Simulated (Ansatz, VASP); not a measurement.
Mg in VASP and in Ansatz

INCAR

```
SYSTEM = Mg
ALGO     = Normal         ! electronic algorithm
EDIFF    = 1E-7           ! SCF threshold, eV
ENCUT    = 520            ! plane-wave cutoff, eV
GGA      = PE             ! functional
ISIF     = 2              ! what is computed and relaxed
ISMEAR   = -1             ! smearing method
LASPH    = .True.         ! aspherical terms in the spheres
LCHARG   = .False.        ! write CHGCAR
LREAL    = .False.        ! projectors in reciprocal space
LWAVE    = .False.        ! write WAVECAR
NBANDS   = 10             ! bands
NELM     = 80             ! most SCF steps
PREC     = Accurate       ! precision mode
SIGMA    = 0.05           ! smearing width, eV
```

The input KPOINTS:

```
k-points
0
Gamma
  6 6 6
  0 0 0
```

POSCAR

```
Mg
1.0
    4.3904300000      0.0000000000      0.0000000000
    0.0000000000      4.3904300000      0.0000000000
    0.0000000000      0.0000000000      4.3904300000
Mg
3
Direct
    0.0000000000      0.5000000000      0.5000000000
    0.5000000000      0.0000000000      0.5000000000
    0.5000000000      0.5000000000      0.0000000000
```

The input input.yaml:

```yaml
crystal:
  lattice:
    - [4.39043, 0.0, 0.0]
    - [0.0, 4.39043, 0.0]
    - [0.0, 0.0, 4.39043]
  atoms:
    - { symbol: Mg, position: [0.0, 0.5, 0.5] }
    - { symbol: Mg, position: [0.5, 0.0, 0.5] }
    - { symbol: Mg, position: [0.5, 0.5, 0.0] }
hamiltonian:
  xc: pbe
  pseudopotentials: { kind: paw }
kpoints:
  mp_grid: { grid: [6, 6, 6] }
  band_path:
    path:
      - [[0.0, 0.0, 0.0], [0.0, 0.5, 0.0], [0.5, 0.5, 0.0], [0.0, 0.0, 0.0], [0.5, 0.5, 0.5], [0.0, 0.5, 0.0]]
      - [[0.5, 0.5, 0.0], [0.5, 0.5, 0.5]]
    npoints: 14
scf:
  occupations: { method: fermi_dirac, width: 0.05 }
  n_extra_bands: 7
output:
  forces: true
  stress: true
  eigenvalues: true
  fatbands: false
```

The cell was built by a generator and needn't be a form met in nature.

Alike in both runs: functional PBE; k mesh 6 × 6 × 6; occupations fermi-dirac, width 0.05 eV; no spin polarisation.

```csv
,VASP,Ansatz
version,VASP 6.6.1,Ansatz 0.2.0
potentials or method,"VASP PAW PBE potentials, release 64 (Mg)",Ansatz PAW
plane-wave cutoff (eV),520,420
valence electrons in the cell,6,30
task,single point,band structure
```

```csv
,VASP,Ansatz,Ansatz less VASP
gap on the k mesh at the Fermi level (eV),none,none,-
pressure (GPa),0.0,0.1,+0.07
```

A gap of «none» marks a metal or a gap that the smearing closes. The functional is the same, so the differences come from potentials, cutoffs and numerics. The two sets of potentials don't hold the same shells in valence.
